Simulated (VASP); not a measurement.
Crystal: C.

```xyz
12
Lattice="2.5221 0.0000 0.0000 -1.2611 2.1842 0.0000 0.0000 0.0000 12.3557" Properties=species:S:1:pos:R:3 pbc="T T T"
C     1.2611    0.7281    4.3760
C     0.0000    1.4561   10.5539
C     1.2611    0.7281    1.8018
C     0.0000    1.4561    7.9797
C     1.2611    0.7281    5.9205
C     0.0000    1.4561   12.0983
C     1.2611    0.7281    0.2574
C     0.0000    1.4561    6.4352
C     0.0000    0.0000   10.0390
C     0.0000    0.0000    3.8612
C     0.0000    0.0000    8.4945
C     0.0000    0.0000    2.3167
```

This is a hexagonal form of diamond, not graphite.

Base run:

```yaml
Program: VASP 6.6.1
Functional: rSCAN
Potentials_or_basis: VASP PAW PBE potentials, release 64 (C)
Cutoff: 520 eV
k_mesh: 12 × 12 × 3
Occupations: fermi-dirac, width 0.05 eV
Spin: no spin polarisation
```

Its results: band gap on the k mesh 4.60 eV, indirect (least direct gap 5.53 eV); pressure -3.1 GPa; largest force 0.343 eV/Å.

Problem. The run is repeated on the same cell with these changes: functional from rSCAN to r2SCAN. What comes out?

Solution. Band gap on the k mesh 4.57 eV, indirect (least direct gap 5.53 eV); pressure -1.0 GPa; largest force 0.344 eV/Å.

Caveats: the PAW data sets were made with another functional, which shifts forces and pressure a little.
